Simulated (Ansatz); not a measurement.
# Σ3 (111) boundary in fcc Au with Re (substitutional): structure and resistance

Wanted: what the Σ3 (111) boundary in fcc Au with Re (substitutional) costs an interconnect.

Main program and level: Ansatz 0.2.0; Ansatz plane-wave DFT, PBE, PAW files; relaxation of a bicrystal slab with its lowest layers held; PAW set soft_1, in the first sound run; inputs show where later runs differ.

## (1) Starting point

The cell holds 16 atoms: 15 Au and 1 Re. Its edges and angles: a = 5.768 Å, b = 2.884 Å, c = 27.482 Å, α = 90.0°, β = 90.0°, γ = 120.0°. It derives from Au. built on the (1 1 1) plane; 2 overlapping atoms removed and the grains opened by 0 Å. Vacuum lies along c.

## (2) Relaxing the bicrystal

The boundary is built by mirroring the lower grain in the boundary plane and removing any atoms that overlap; then the Re is put in at the boundary. A thin bicrystal slab is relaxed first, with the lowest layers held and the upper grain free to shift and open.

Input file input.yaml:

```yaml
crystal:
  lattice:
    - [5.7675164608, 0.0, 0.0]
    - [-1.4418791152, 2.4974078859, 0.0]
    - [0.0, 0.0, 27.4820511471]
  atoms:
    - { symbol: Au, position: [0.5, 0.0, 0.1819369294] }
    - { symbol: Au, position: [0.0, 0.0, 0.1819369294] }
    - { symbol: Au, position: [0.6666666667, 0.6666666667, 0.2676138945] }
    - { symbol: Au, position: [0.1666666667, 0.6666666667, 0.2676138945] }
    - { symbol: Au, position: [0.8333333333, 0.3333333333, 0.3532908595] }
    - { symbol: Au, position: [0.3333333333, 0.3333333333, 0.3532908595] }
    - { symbol: Re, position: [0.0, 0.0, 0.4389678245] }
    - { symbol: Au, position: [0.5, 0.0, 0.4389678245] }
    - { symbol: Au, position: [0.8333333333, 0.3333333333, 0.5246447896] }
    - { symbol: Au, position: [0.3333333333, 0.3333333333, 0.5246447896] }
    - { symbol: Au, position: [0.6666666667, 0.6666666667, 0.6103217546] }
    - { symbol: Au, position: [0.1666666667, 0.6666666667, 0.6103217546] }
    - { symbol: Au, position: [0.5, 0.0, 0.6959987197] }
    - { symbol: Au, position: [0.0, 0.0, 0.6959987197] }
    - { symbol: Au, position: [0.3333333333, 0.3333333333, 0.7816756847] }
    - { symbol: Au, position: [0.8333333333, 0.3333333333, 0.7816756847] }
kpoints:
  mp_grid: { grid: [9, 9, 1] }
hamiltonian:
  xc: pbe
  pseudopotentials: { kind: paw, azcp: { folder: soft_1 } }
scf:
  occupations: { method: fermi_dirac, width: 0.1 }
relax:
  f_tol: 0.03
  max_steps: 80
  constraints: [{ sites: [0, 1, 2, 3] }]
```

Launch:

```console
$ ansatz run input.yaml --threads 4 --pin off --max-ram 15360MiB --backend cpu --events-out ev --progress --plain --runs-dir out
```

Numbers of over 12 decimals in the logs are rounded to 6 here.

What it wrote:

```text
Engine: ansatz 0.2.0, aarch64-unknown-linux-gnu
Pseudopotentials: kind: paw
Pseudopotential: Au, paw, valence charge 19, recommended cutoff 420 eV (normal), soft_1/Au.paw.azcp
Pseudopotential: Re, paw, valence charge 15, recommended cutoff 420 eV (normal), soft_1/Re.paw.azcp
Functional definition: PBE
  parameter kappa = 0.804
  parameter beta = 0.066725
  exchange = pbe_x(kappa = kappa, mu = beta*pi^2/3)
  correlation = pbe_c(beta = beta)
Crystal: 16 atoms, lattice volume = 395.847 Å³
Basis set: ecut = 420 eV, 7771 PW (Γ), exchange–correlation on 80×40×384 points (8 copies of the dense FFT grid, shifted against one another)
Bands: 180, of which v1, the nominal top of the filled ones, is band 150 counted from 1 (149 counted from 0)
Symmetry: 2 space group operations
Space group: Pm (ITA 6), of the structure as read, at distance tolerance 7.3e-5 Å
k-points: 25 of 81 (time reversal used)
Non-local potential: Au, projectors of the file, l = 0: 3, l = 1: 2, l = 2: 2, l = 3: 1
Non-local potential: Re, projectors of the file, l = 0: 3, l = 1: 2, l = 2: 2, l = 3: 1
PAW form: soft (Blöchl's): semilocal exchange-correlation on the pseudo side does not see the compensation charge
PAW one-centre angular grid: Au, 590 points (default); XC on 64 Gauss nodes
PAW one-centre angular grid: Re, 590 points (default); XC on 64 Gauss nodes
Initial density: superposition of atomic densities (neutral atoms: chi_scale 0, normalization atom)
Initial wavefunctions: pseudopotential atomic-orbital guess
Functional: x = pbe(κ = 0.804, μ = 0.219515), c = pbe(β = 0.066725)
SCF iter   1: F=—  HF=-208140.469808 eV  |F-HF|=—  |Δ(HF+E_count)|=         —  Δρ=7.20e-2  dr2=6.77e1  ethr=3.10e-3  ⟨swp⟩=6.0  Hψ=16477  notcnv=0  defer=162
preconditioner: auto → LDOS  [metal: Δε(μ)=0.050 eV  Ē_g=8.782 eV  σ=0.100 eV  W_gap=0.12  n_scr=116 (ndim 8)  ℏωp=24.5 eV  f_vac=0.292  D(μ)=7.16/eV (n_scr^D=36)  β→1.0]
SCF iter   2: F=—  HF=-208138.235543 eV  |F-HF|=—  |Δ(HF+E_count)|=    2.23e0  Δρ=5.82e-2  dr2=1.29e1  ethr=3.10e-3  ⟨swp⟩=3.0  Hψ=9739  notcnv=0  defer=394
SCF iter   3: F=—  HF=-208134.350685 eV  |F-HF|=—  |Δ(HF+E_count)|=    3.88e0  Δρ=1.37e-2  dr2=1.20e0  ethr=3.10e-3  ⟨swp⟩=2.0  Hψ=8868  notcnv=0  defer=406
SCF iter   4: F=—  HF=-208134.149142 eV  |F-HF|=—  |Δ(HF+E_count)|=   2.02e-1  Δρ=2.92e-3  dr2=9.27e-2  ethr=3.99e-4  ⟨swp⟩=2.1  Hψ=6926  notcnv=0  defer=397
SCF iter   5: F=—  HF=-208134.138019 eV  |F-HF|=—  |Δ(HF+E_count)|=   1.11e-2  Δρ=1.02e-3  dr2=6.93e-3  ethr=3.09e-5  ⟨swp⟩=2.0  Hψ=6260  notcnv=0  defer=397
SCF iter   6: F=—  HF=-208134.138112 eV  |F-HF|=—  |Δ(HF+E_count)|=   9.31e-5  Δρ=3.31e-4  dr2=6.81e-4  ethr=2.31e-6  ⟨swp⟩=2.0  Hψ=6619  notcnv=0  defer=397
SCF iter   7: F=—  HF=-208134.138092 eV  |F-HF|=—  |Δ(HF+E_count)|=   2.02e-5  Δρ=1.23e-4  dr2=5.68e-5  ethr=2.27e-7  ⟨swp⟩=2.1  Hψ=6668  notcnv=0  defer=397
SCF iter   8: F=-208134.138096 eV  HF=-208134.138103 eV  |F-HF|=6.42e-6  |Δ(HF+E_count)|=   1.07e-5  Δρ=5.16e-5  dr2=1.34e-5  ethr=7.50e-9  ⟨swp⟩=4.9  Hψ=15955  notcnv=0
SCF 1 converged in 8 iterations: F = -208134.138096 eV  dr2 = 1.34e-5
  greatest PAW one-centre occupation: 1.000 electrons in one spin orbital (limit 2), on the Au atom at site 7 (counted from 0), in its partial waves of l = 0
relax step   1: F+E_penalty+E_count = -208134.13809639 eV  Δ(F+E_penalty+E_count) = +0.000e0 eV  max|allowed force component| = 5.611e-1 eV/Å  Δτ_max = 0.0000 Å  (8 SCF iters, dr2 threshold 2.25e-5 eV, accepted)
Initial density: handed on by an earlier stage of this run
Initial wavefunctions: those handed on with the density
iter 1 solved again at ethr=1.41e-4 eV; its pass at ethr=3.10e-3 eV (dr2=4.22e-1 eV) is discarded
SCF iter   1: F=—  HF=-208134.279344 eV  |F-HF|=—  |Δ(HF+E_count)|=         —  Δρ=6.78e-3  dr2=4.10e-1  ethr=1.41e-4  ⟨swp⟩=2.0  Hψ=17145  notcnv=0  defer=358
preconditioner: auto → LDOS  [metal: Δε(μ)=0.008 eV  Ē_g=9.200 eV  σ=0.100 eV  W_gap=0.02  n_scr=116 (ndim 8)  ℏωp=24.5 eV  f_vac=0.284  D(μ)=7.29/eV (n_scr^D=36)  β→1.0]
SCF iter   2: F=—  HF=-208134.285291 eV  |F-HF|=—  |Δ(HF+E_count)|=   5.95e-3  Δρ=4.47e-3  dr2=2.77e-1  ethr=1.37e-4  ⟨swp⟩=2.1  Hψ=6896  notcnv=0  defer=358
SCF iter   3: F=—  HF=-208134.236713 eV  |F-HF|=—  |Δ(HF+E_count)|=   4.86e-2  Δρ=1.25e-3  dr2=1.41e-2  ethr=9.24e-5  ⟨swp⟩=2.1  Hψ=6926  notcnv=0  defer=358
SCF iter   4: F=—  HF=-208134.234347 eV  |F-HF|=—  |Δ(HF+E_count)|=   2.37e-3  Δρ=3.43e-4  dr2=1.24e-3  ethr=4.71e-6  ⟨swp⟩=2.8  Hψ=7822  notcnv=0  defer=373
SCF iter   5: F=—  HF=-208134.234186 eV  |F-HF|=—  |Δ(HF+E_count)|=   1.61e-4  Δρ=1.44e-4  dr2=2.53e-4  ethr=4.13e-7  ⟨swp⟩=2.3  Hψ=6427  notcnv=0  defer=373
SCF iter   6: F=—  HF=-208134.234175 eV  |F-HF|=—  |Δ(HF+E_count)|=   1.11e-5  Δρ=6.75e-5  dr2=4.81e-5  ethr=8.42e-8  ⟨swp⟩=2.0  Hψ=6146  notcnv=0  defer=373
SCF iter   7: F=-208134.234169 eV  HF=-208134.234173 eV  |F-HF|=3.44e-6  |Δ(HF+E_count)|=   2.50e-6  Δρ=2.12e-5  dr2=4.09e-6  ethr=6.56e-9  ⟨swp⟩=4.1  Hψ=13435  notcnv=0
SCF 2 converged in 7 iterations: F = -208134.234169 eV  dr2 = 4.09e-6
relax step   2: F+E_penalty+E_count = -208134.23416907 eV  Δ(F+E_penalty+E_count) = -9.607e-2 eV  max|allowed force component| = 5.576e-1 eV/Å  Δτ_max = 0.1946 Å  (7 SCF iters, dr2 threshold 1.97e-5 eV, accepted)
SCF iter   1: F=—  HF=-208134.447669 eV  |F-HF|=—  |Δ(HF+E_count)|=         —  Δρ=9.69e-3  dr2=4.82e-1  ethr=2.82e-3  ⟨swp⟩=5.5  Hψ=12360  notcnv=0  defer=341
preconditioner: auto → LDOS  [metal: Δε(μ)=0.029 eV  Ē_g=9.141 eV  σ=0.100 eV  W_gap=0.07  n_scr=116 (ndim 8)  ℏωp=24.5 eV  f_vac=0.277  D(μ)=7.13/eV (n_scr^D=36)  β→1.0]
SCF iter   2: F=—  HF=-208134.422599 eV  |F-HF|=—  |Δ(HF+E_count)|=   2.51e-2  Δρ=6.28e-3  dr2=4.68e-1  ethr=1.61e-4  ⟨swp⟩=2.5  Hψ=8837  notcnv=0  defer=382
SCF iter   3: F=—  HF=-208134.341695 eV  |F-HF|=—  |Δ(HF+E_count)|=   8.09e-2  Δρ=1.19e-3  dr2=1.19e-2  ethr=1.56e-4  ⟨swp⟩=2.1  Hψ=6789  notcnv=0  defer=382
SCF iter   4: F=—  HF=-208134.340171 eV  |F-HF|=—  |Δ(HF+E_count)|=   1.52e-3  Δρ=5.65e-4  dr2=4.02e-3  ethr=3.95e-6  ⟨swp⟩=3.0  Hψ=8497  notcnv=0  defer=380
SCF iter   5: F=—  HF=-208134.339687 eV  |F-HF|=—  |Δ(HF+E_count)|=   4.84e-4  Δρ=2.85e-4  dr2=9.48e-4  ethr=1.34e-6  ⟨swp⟩=2.0  Hψ=5841  notcnv=0  defer=380
SCF iter   6: F=—  HF=-208134.339575 eV  |F-HF|=—  |Δ(HF+E_count)|=   1.12e-4  Δρ=7.92e-5  dr2=9.50e-5  ethr=3.16e-7  ⟨swp⟩=2.0  Hψ=6296  notcnv=0  defer=380
SCF iter   7: F=-208134.339562 eV  HF=-208134.339566 eV  |F-HF|=4.13e-6  |Δ(HF+E_count)|=   9.48e-6  Δρ=2.44e-5  dr2=4.86e-6  ethr=6.48e-9  ⟨swp⟩=5.0  Hψ=15745  notcnv=0
SCF 3 converged in 7 iterations: F = -208134.339562 eV  dr2 = 4.86e-6
relax step   3: F+E_penalty+E_count = -208134.33956153 eV  Δ(F+E_penalty+E_count) = -1.054e-1 eV  max|allowed force component| = 8.180e-2 eV/Å  Δτ_max = 0.1950 Å  (7 SCF iters, dr2 threshold 1.94e-5 eV, accepted)
[...]
relax step   4: F+E_penalty+E_count = -208134.34827452 eV  Δ(F+E_penalty+E_count) = -8.713e-3 eV  max|allowed force component| = 1.012e-1 eV/Å  Δτ_max = 0.0922 Å  (9 SCF iters, accepted)
SCF iter   1: F=—  HF=-208134.350839 eV  |F-HF|=—  |Δ(HF+E_count)|=         —  Δρ=9.78e-4  dr2=3.03e-3  ethr=1.40e-5  ⟨swp⟩=3.3  Hψ=8609  notcnv=0  defer=381
preconditioner: auto → LDOS  [metal: Δε(μ)=0.015 eV  Ē_g=9.096 eV  σ=0.100 eV  W_gap=0.04  n_scr=116 (ndim 8)  ℏωp=24.5 eV  f_vac=0.273  D(μ)=7.16/eV (n_scr^D=36)  β→1.0]
SCF iter   2: F=—  HF=-208134.350466 eV  |F-HF|=—  |Δ(HF+E_count)|=   3.73e-4  Δρ=5.40e-4  dr2=2.19e-3  ethr=1.01e-6  ⟨swp⟩=3.0  Hψ=9098  notcnv=0  defer=381
SCF iter   3: F=—  HF=-208134.349887 eV  |F-HF|=—  |Δ(HF+E_count)|=   5.78e-4  Δρ=1.17e-4  dr2=1.02e-4  ethr=7.31e-7  ⟨swp⟩=2.1  Hψ=7396  notcnv=0  defer=381
SCF iter   4: F=—  HF=-208134.349895 eV  |F-HF|=—  |Δ(HF+E_count)|=   7.29e-6  Δρ=3.80e-5  dr2=1.22e-5  ethr=3.39e-8  ⟨swp⟩=3.0  Hψ=8575  notcnv=0  defer=381
SCF iter   5: F=—  HF=-208134.350237 eV  |F-HF|=—  |Δ(HF+E_count)|=   3.42e-4  Δρ=1.21e-5  dr2=1.09e-6  ethr=4.06e-9  ⟨swp⟩=2.0  Hψ=6216  notcnv=0  defer=381
SCF iter   6: F=—  HF=-208134.350237 eV  |F-HF|=—  |Δ(HF+E_count)|=   1.22e-7  Δρ=4.42e-6  dr2=1.75e-7  ethr=3.64e-10  ⟨swp⟩=2.0  Hψ=6333  notcnv=0  defer=381
SCF iter   7: F=-208134.350237 eV  HF=-208134.350237 eV  |F-HF|=8.96e-9  |Δ(HF+E_count)|=   1.34e-9  Δρ=1.76e-6  dr2=2.49e-8  ethr=3.33e-11  ⟨swp⟩=5.0  Hψ=14539  notcnv=0
SCF 5 converged in 7 iterations: F = -208134.350237 eV  dr2 = 2.49e-8
relax step   5: F+E_penalty+E_count = -208134.35023677 eV  Δ(F+E_penalty+E_count) = -1.962e-3 eV  max|allowed force component| = 6.893e-3 eV/Å  Δτ_max = 0.0181 Å  (7 SCF iters, accepted)
SCF converged after 7 iterations
Free energy (F): -208134.350237 eV
Harris-Foulkes:  -208134.350237 eV  (|F-HF|=8.96e-9)
Internal energy: -208134.114888 eV  (E = F + TS)
E sigma→0 (E₀):  -208134.232562 eV
Entropy (-TS):   -0.235349 eV (-14.709 meV/atom)
Fermi energy:    12.506043 eV
--- Per-component energies (eV) ---
  E_band       = -5612.142055
  E_kinetic    = 9178.977206
  E_local      = -253270.952512  (includes V_loc(G=0)·N_el)
  E_nonlocal   = 1550.565025
  E_hartree    = 123612.198609
  E_xc         = -3579.177193
  E_vxc        = -4202.833789  (∫ρ·V_xc dr)
  E_paw        = -154677.564192  (= ΣΔE_a)
  E_vpaw       = -6092.336768  (= ΣTr[D̂ρ^β])
  E_aug_tail   = 0.025056  (compensation charges beyond the density's cutoff)
  E_ewald      = 69051.813113
  E_smearing   = -0.235349  (= −TS)
  E_closure    = -0.000000  (closes the sum)
  Σ components = -208134.350237   (vs F -208134.350237, Δ=0.00e0)
--- Forces (eV/Å), atoms counted from 1 ---
  atom   1  Au     0.03364173     0.01942306    -0.52351793
  atom   2  Au    -0.02716524    -0.01568386    -0.46868234
  atom   3  Au     0.04945826     0.02855474     0.61637400
  atom   4  Au    -0.05249510    -0.03030806     0.37275706
  atom   5  Au     0.00202138     0.00116704     0.00129752
  atom   6  Au    -0.00543051    -0.00313531    -0.00195783
  atom   7  Re     0.00676128     0.00390363     0.00003165
  atom   8  Au    -0.00689254    -0.00397941     0.00184040
  atom   9  Au     0.00115393     0.00066622    -0.00061736
  atom  10  Au    -0.00378712    -0.00218649     0.00223519
  atom  11  Au    -0.00407488    -0.00235263    -0.00280855
  atom  12  Au     0.00284152     0.00164055     0.00172589
  atom  13  Au     0.00144826     0.00083615    -0.00034134
  atom  14  Au     0.00101831     0.00058792    -0.00077025
  atom  15  Au     0.00185107     0.00106872    -0.00185882
  atom  16  Au    -0.00036716    -0.00021198     0.00431900
  max |Σ_I F_I| component: 2.63e-5 eV/Å
--- Relaxed structure (5 steps of the walk, 5 accepted, 0 SCFs on fresh bases) ---
  F+E_penalty+E_count = -208134.35023677 eV   max|allowed force component| = 6.893e-3 eV/Å
  atoms:
    - { symbol: Au, position: [0.500000, 0, 0.1819369294] }
    - { symbol: Au, position: [0.0, 0.0, 0.1819369294] }
    - { symbol: Au, position: [0.666667, 0.666667, 0.2676138945] }
    - { symbol: Au, position: [0.1666666667, 0.6666666667, 0.2676138945] }
    - { symbol: Au, position: [0.835024, 0.335024, 0.358553] }
    - { symbol: Au, position: [0.330332, 0.330332, 0.355114] }
    - { symbol: Re, position: [-0.013871, -0.013871, 0.442705] }
    - { symbol: Au, position: [0.478837, -0.021163, 0.443079] }
    - { symbol: Au, position: [0.832520, 0.332520, 0.526837] }
    - { symbol: Au, position: [0.325897, 0.325897, 0.531454] }
    - { symbol: Au, position: [0.668727, 0.668727, 0.617030] }
    - { symbol: Au, position: [0.166640, 0.666640, 0.620036] }
    - { symbol: Au, position: [0.505786, 0.00578587, 0.707844] }
    - { symbol: Au, position: [0.00395797, 0.00395797, 0.708531] }
    - { symbol: Au, position: [0.338400, 0.338400, 0.799136] }
    - { symbol: Au, position: [0.837314, 0.337314, 0.798946] }
```

Wall time 4.1 min (4 threads of Arm Neoverse V1, shared host); peak memory 2.3 GiB; 16 min of CPU time.

Step by step:

| step | energy less that of the first step (eV) | largest force component (eV/Å) |
| --- | --- | --- |
| 1 | 0.0000 | 0.5611 |
| 2 | -0.0961 | 0.5576 |
| 3 | -0.2015 | 0.0818 |
| 4 | -0.2102 | 0.1012 |
| 5 | -0.2121 | 0.0069 |

The run keeps the 2 symmetry operations that it works with, so distortions that break them were not tested.

The atoms that moved most (Å):

| atom | dx | dy | dz | length |
| --- | --- | --- | --- | --- |
| Au15 | 0.022 | 0.013 | 0.480 | 0.481 |
| Au16 | 0.017 | 0.010 | 0.475 | 0.475 |
| Au14 | 0.017 | 0.010 | 0.344 | 0.345 |
| Au13 | 0.025 | 0.014 | 0.326 | 0.327 |
| Au12 | 0.000 | 0.000 | 0.267 | 0.267 |
| Au10 | -0.032 | -0.019 | 0.187 | 0.191 |
| Au11 | 0.009 | 0.005 | 0.184 | 0.185 |
| Au8 | -0.092 | -0.053 | 0.113 | 0.155 |

This step gave:

```
free energy             : -208134.3502 eV
energy at zero smearing : -208134.2326 eV
Fermi energy            : 12.51 eV
```

The largest force component on a free atom ends at 0.0069 eV/Å, under the tolerance of 0.03, after 5 steps.

(Part 1 of 2 ends here.)

[Logs are printed without paths, hosts, clocks, repeated set-up lines and the standing remarks that a program may print on its own settings, such as how far it seeks lower states.]

[Hosts, paths, dates, database ids (printed as entryN), source tags and the programs' standing remarks are cut or masked in the printed files.]
